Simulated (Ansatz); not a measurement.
Here is an Ansatz 0.2.0 calculation.

Contents of input.yaml:

```yaml
crystal:
  lattice:
    - [-1.88252524, 1.88252524, 1.88252524]
    - [1.88252524, -1.88252524, 1.88252524]
    - [1.88252524, 1.88252524, -1.88252524]
  atoms:
    - { symbol: In, position: [0.0, 0.0, 0.0] }
hamiltonian:
  xc: pbe
  pseudopotentials: { kind: paw }
kpoints:
  mp_grid: { grid: [10, 10, 10] }
scf:
  occupations: { method: gaussian, width: 0.026 }
output:
  forces: true
  stress: true
  eigenvalues: true
  write_density: true
  write_potential: true
  elf: true
  volumetric_format: npy
```

Potentials or basis: Ansatz PAW.

Command:

```sh
$ ansatz run input.yaml --threads 2 --pin off --max-ram 5632MiB --backend cpu --events-out ev --progress --plain --runs-dir out
```

(1) Predict the band gap on the k mesh.

(2) Predict the pressure.

Results:

(1) none (metal or under the smearing width).

(2) 1.5 GPa.
